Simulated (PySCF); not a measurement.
From results back to the method.

Compound: bicyclo[1.1.0]butane, C4H6.
InChI=1S/C4H6/c1-3-2-4(1)3/h3-4H,1-2H2/t3-,4+

The closed-shell ground state was solved 7 times with PySCF (density fitting, gas phase), always with PBE0, in these basis sets: 6-31+G*, 6-31G*, aug-cc-pVDZ, def2-SVP, def2-SVPD, def2-TZVPD and pcSseg-1. Geometry: PBE0-D3(BJ)/def2-SVP; no solvent, vibrations or thermal averaging.

```tsv
row	total energy (Eh)	HOMO (eV)	LUMO (eV)	dipole (D)
P	-155.6608	-7.09	1.13	0.71
Q	-155.7412	-7.08	1.73	0.79
R	-155.6543	-7.05	2.20	0.76
S	-155.7786	-7.03	0.12	0.71
T	-155.8166	-7.06	0.63	0.70
U	-155.7593	-6.82	3.09	0.78
V	-155.7642	-7.01	0.59	0.76
```

Which basis belongs to which row?

P = def2-SVPD, Q = pcSseg-1, R = def2-SVP, S = aug-cc-pVDZ, T = def2-TZVPD, U = 6-31G*, V = 6-31+G*. From the lowest total energy up: def2-TZVPD (202 functions) 0 eV; aug-cc-pVDZ (146 functions) +1.04 eV; 6-31+G* (84 functions) +1.43 eV; 6-31G* (68 functions) +1.56 eV; pcSseg-1 (98 functions) +2.05 eV; def2-SVPD (128 functions) +4.24 eV; def2-SVP (86 functions) +4.42 eV.
